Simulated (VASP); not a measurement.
# CdTe (F-43m) in VASP: further runs

The runs below take CdTe through relaxation of the atoms, relaxation of cell and atoms, with PBE, PBE+D3(BJ).

Program: VASP 6.6.1. These are calculated values, not measurements. Logs are shortened: lines on timing, memory, paths and dates and some standing lists are left out, and cuts for length are marked.

**What was measured.**

A printed reference work, data compilation reports, for a bulk crystal of CdTe at 0 K: band gap 1.607 eV.

The results are compared with them further down.

**1. The crystal as given**

The structure is cubic, space group F-43m (No. 216). Conventional cell: a = 6.622 Å, b = 6.622 Å, c = 6.622 Å, α = 90.00°, β = 90.00°, γ = 90.00°. Cd (site symmetry -43m) has 4 Te at 2.87 Å as nearest neighbours. Around Te (site symmetry -43m) lie 4 Cd at 2.87 Å.

**2. Relaxation of the atoms, PBE**

INCAR reads:

```
ALGO = Fast ; EDIFF = 1E-7
EDIFFG = -0.01 ; ENCUT = 600
GGA = PE ; IBRION = 2
ISIF = 2 ; ISMEAR = 0
LASPH = T ; LCHARG = F
LREAL = F ; LWAVE = F
NELM = 80 ; NSW = 40
PREC = Accurate ; SIGMA = 0.03
```

KPOINTS reads:

```
k-points
0
Gamma
  8 8 8
```

POSCAR reads:

```
CdTe                                    
1.0
    0.0000000000      3.3111409341      3.3111409341
    3.3111409341      0.0000000000      3.3111409341
    3.3111409341      3.3111409341      0.0000000000
  Cd              Te            
     1     1
Direct
     0.0000000000000000    0.0000000000000000    0.0000000000000000
     0.2500000000000000    0.2500000000000000    0.2500000000000000
```

Potentials or basis: VASP PAW PBE potentials, release 64 (Cd, Te).

On the command line:

```bash
$ cat potpaw_PBE.64/Cd/POTCAR potpaw_PBE.64/Te/POTCAR > POTCAR
$ mpirun -np 1 vasp_std > vasp.out
```

OUTCAR:

```text
EDIFF = 1E-7
   EDIFFG = -0.01
   ENCUT = 600
   GGA = PE
   IBRION = 2
   ISIF = 2
   ISMEAR = 0
   LASPH = T
   LREAL = F
   NELM = 80
   NSW = 40
   PREC = Accurate

 ion  position               nearest neighbor table
   1  0.000  0.000  0.000-   2 2.87   2 2.87   2 2.87   2 2.87
   2  0.250  0.250  0.250-   1 2.87   1 2.87   1 2.87   1 2.87

  LATTYP: Found a face centered cubic cell.
 ALAT       =     6.6222818682

  Lattice vectors:

 A1 = (   0.0000000000,   3.3111409341,   3.3111409341)
 A2 = (   3.3111409341,   0.0000000000,   3.3111409341)
 A3 = (   3.3111409341,   3.3111409341,   0.0000000000)

Analysis of symmetry for initial positions (statically):
=====================================================================
 Subroutine PRICEL returns:
 Original cell was already a primitive cell.

 Routine SETGRP: Setting up the symmetry group for a
 face centered cubic supercell.

 Subroutine GETGRP returns: Found 24 space group operations
 (whereof 24 operations were pure point group operations)
 out of a pool of 48 trial point group operations.

The static configuration has the point symmetry T_d .

Analysis of symmetry for dynamics (positions and initial velocities):
=====================================================================
 Subroutine PRICEL returns:
 Original cell was already a primitive cell.

 Routine SETGRP: Setting up the symmetry group for a
 face centered cubic supercell.

 Subroutine GETGRP returns: Found 24 space group operations
 (whereof 24 operations were pure point group operations)
 out of a pool of 48 trial point group operations.

The dynamic configuration has the point symmetry T_d .

 Subroutine INISYM returns: Found 24 space group operations
 (whereof 24 operations are pure point group operations),
 and found     1 'primitive' translations

----------------------------------------------------------------------------------------

                                     Primitive cell

  volume of cell :      72.6044

  direct lattice vectors                    reciprocal lattice vectors
     0.000000000  3.311140934  3.311140934    -0.151005351  0.151005351  0.151005351
     3.311140934  0.000000000  3.311140934     0.151005351 -0.151005351  0.151005351
     3.311140934  3.311140934  0.000000000     0.151005351  0.151005351 -0.151005351

  length of vectors
     4.682660416  4.682660416  4.682660416     0.261548941  0.261548941  0.261548941

  position of ions in fractional coordinates (direct lattice)
     0.000000000  0.000000000  0.000000000
     0.250000000  0.250000000  0.250000000

  ion indices of the primitive-cell ions
   primitive index   ion index
                 1           1
[... 85 lines left out ...]
   NUPDOWN=      -1.0000    fix difference up-down
   EMIN   =  10.00;   EMAX   =-10.00  energy-range for DOS
   EFERMI =   0.00;   METHOD = LEGACY
   ISMEAR =     0;   SIGMA  =   0.03  broadening in eV -4-tet -1-fermi 0-gaus
   EFERMI_NEDOS =   21; number of points for ismear=-14 and -15
   IALGO  =     68    algorithm
   IMIX   =      4    mixing-type and parameters
     AMIX     =   0.40;   BMIX     =  1.00
     AMIX_MAG =   1.60;   BMIX_MAG =  1.00
  volume/ion in A,a.u.               =      36.30       244.98
  Fermi-wavevector in a.u.,A,eV,Ry     =   1.028438  1.943466 14.390667  1.057684
  Thomas-Fermi vector in A             =   2.162434
   LORBIT       =      0    0 simple, 1 ext, 2 COOP (PROOUT), +10 PAW based schemes
   GGA     = PE    functional components
   LHFCALC =     F    Hartree Fock is set to
   AEXX    =    0.0000 exact exchange contribution
   IVDW    =     0    specifies the selected vdW correction
   LEPSILON=     F    determine dielectric tensor
   LRPA    =     F    only Hartree local field effects (RPA)
 conjugate gradient relaxation of ions
 non-spin polarized calculation
 RMM-DIIS sequential band-by-band and
 Gauss-broadening in eV      SIGMA  =   0.03
  energy-cutoff  :      600.00
  volume of cell :       72.60
 maximum number of plane-waves:      2452
 NGX is ok and might be reduce to    40
   NGX = 19   NGY = 19   NGZ = 19

 number of electron      18.0000001 magnetization

 Free energy of the ion-electron system (eV)
  ---------------------------------------------------
  ext. energy  EPLUGINS =         0.00000000
  ---------------------------------------------------
  free energy    TOTEN  =        -4.81181094 eV

  energy without entropy =       -4.81181094  energy(sigma->0) =       -4.81181094

 E-fermi :   1.9271     XC(G=0):  -8.3007

 val. band max:        1.7819590130   @ k =   0.0000   0.0000   0.0000
 cond. band min:       2.3591998557   @ k =   0.0000   0.0000   0.0000
 fundamental gap:      0.5772408427
 Fermi energy:         1.9271490403

 k-point     1 :       0.0000    0.0000    0.0000
  band No.  band energies     occupation
      1      -9.0424      2.00000
      2      -6.3035      2.00000
      3      -6.3035      2.00000
      4      -6.3035      2.00000
      5      -6.0880      2.00000
      6      -6.0880      2.00000
      7       1.7820      2.00000
      8       1.7820      2.00000
      9       1.7820      2.00000
     10       2.3592      0.00000
     11       6.4219      0.00000
     12       6.4219      0.00000
     13       6.4219      0.00000
[... 354 lines left out ...]
  band No.  band energies     occupation
      1      -8.6532      2.00000
      2      -6.2300      2.00000
      3      -6.2202      2.00000
      4      -6.0998      2.00000
      5      -6.0829      2.00000
      6      -5.7051      2.00000
      7      -2.1322      2.00000
      8      -0.0700      2.00000
      9       0.6647      2.00000
     10       4.8712      0.00000
     11       6.4429      0.00000
     12       7.6613      0.00000
     13       8.7985      0.00000

 [... further k-points ...]
[... 5 lines left out ...]
  --------------------------------------------------------------------------------------
  -------------------------------------------------------------------------------------
  Total        0.0030660      0.0030660      0.0030660      0.0000000      0.0000000      0.0000000
  in kB        0.0676585      0.0676585      0.0676585      0.0000000      0.0000000      0.0000000
  external PRESSURE =       0.0676585 kB  Pullay stress =       0.0000000 kB

 VOLUME and BASIS-vectors are now :
 -----------------------------------------------------------------------------
  energy-cutoff  :      600.00
  volume of cell :       72.60
      direct lattice vectors                 reciprocal lattice vectors
     0.000000000  3.311140934  3.311140934    -0.151005351  0.151005351  0.151005351
     3.311140934  0.000000000  3.311140934     0.151005351 -0.151005351  0.151005351
     3.311140934  3.311140934  0.000000000     0.151005351  0.151005351 -0.151005351

 POSITION                                       TOTAL-FORCE (eV/Angst)
 -----------------------------------------------------------------------------------
      0.00000      0.00000      0.00000        -0.000000     -0.000000      0.000000
      1.65557      1.65557      1.65557         0.000000      0.000000     -0.000000
 -----------------------------------------------------------------------------------
    total drift:                               -0.000000     -0.000000     -0.000000

  FREE ENERGIE OF THE ION-ELECTRON SYSTEM (eV)
  ---------------------------------------------------
  free  energy   TOTEN  =        -4.8118109406 eV

  energy  without entropy=       -4.8118109406  energy(sigma->0) =       -4.81181094

 reached required accuracy - stopping structural energy minimisation
```

Run time: 17 s. Hardware: 1 thread of Intel Xeon 6975P-C (Granite Rapids), shared host; peak memory 0.25 GiB.

Results:

- Free energy: -4.8118 eV
- Pressure after relaxing: 0.0 GPa
- Band gap on the k mesh: 0.58 eV, direct

Final structure:
```xyz
2
Lattice="0.0000 3.3111 3.3111 3.3111 0.0000 3.3111 3.3111 3.3111 0.0000" Properties=species:S:1:pos:R:3 pbc="T T T"
Cd    0.0000    0.0000    0.0000
Te    1.6556    1.6556    1.6556
```

Caveat: the relaxation stopped at its first step, so nothing moved; spin-orbit coupling is left out, which moves the levels of the heavy elements.

**3. Relaxation of the atoms, PBE (a relaxed cell with its volume scaled by 1.02)**

INCAR is that of step 2.

KPOINTS is that of step 2.

POSCAR reads:

```
CdTe                                    
1.0
    0.0000000000      3.3330696588      3.3330696588
    3.3330696588      0.0000000000      3.3330696588
    3.3330696588      3.3330696588      0.0000000000
  Cd              Te            
     1     1
Direct
     0.0000000000000000    0.0000000000000000    0.0000000000000000
     0.2500000000000000    0.2500000000000000    0.2500000000000000
```

Potentials or basis: VASP PAW PBE potentials, release 64 (Cd, Te).

On the command line:

```bash
$ cat potpaw_PBE.64/Cd/POTCAR potpaw_PBE.64/Te/POTCAR > POTCAR
$ mpirun -np 1 vasp_std > vasp.out
```

Wall time 17 s (1 thread of Intel Xeon 6975P-C (Granite Rapids), shared host); peak memory 0.25 GiB.

The run converged. Its results:

* Free energy: -4.8091 eV
* Pressure after relaxing: -0.7 GPa
* Band gap on the k mesh: 0.52 eV, direct

Final structure:
```xyz
2
Lattice="0.0000 3.3331 3.3331 3.3331 0.0000 3.3331 3.3331 3.3331 0.0000" Properties=species:S:1:pos:R:3 pbc="T T T"
Cd    0.0000    0.0000    0.0000
Te    1.6665    1.6665    1.6665
```

Levels at points of the mesh, in eV from the valence-band top:
| k point | band 6 | band 7 | band 8 | band 9 | band 10 | band 11 | band 12 | band 13 |
| --- | --- | --- | --- | --- | --- | --- | --- | --- |
| (0.00, 0.00, 0.00) | -7.83 | 0.00 | 0.00 | 0.00 | 0.52 | 4.65 | 4.65 | 4.65 |
| (0.50, 0.00, 0.00) | -7.54 | -3.97 | -0.66 | -0.66 | 1.73 | 5.21 | 5.21 | 6.97 |
| (0.50, 0.50, 0.00) | -7.43 | -3.92 | -1.59 | -1.59 | 2.66 | 2.78 | 8.40 | 8.70 |

Caveat: the relaxation stopped at its first step, so nothing moved; spin-orbit coupling is left out, which moves the levels of the heavy elements.

(Continued in part 2 of 2.)
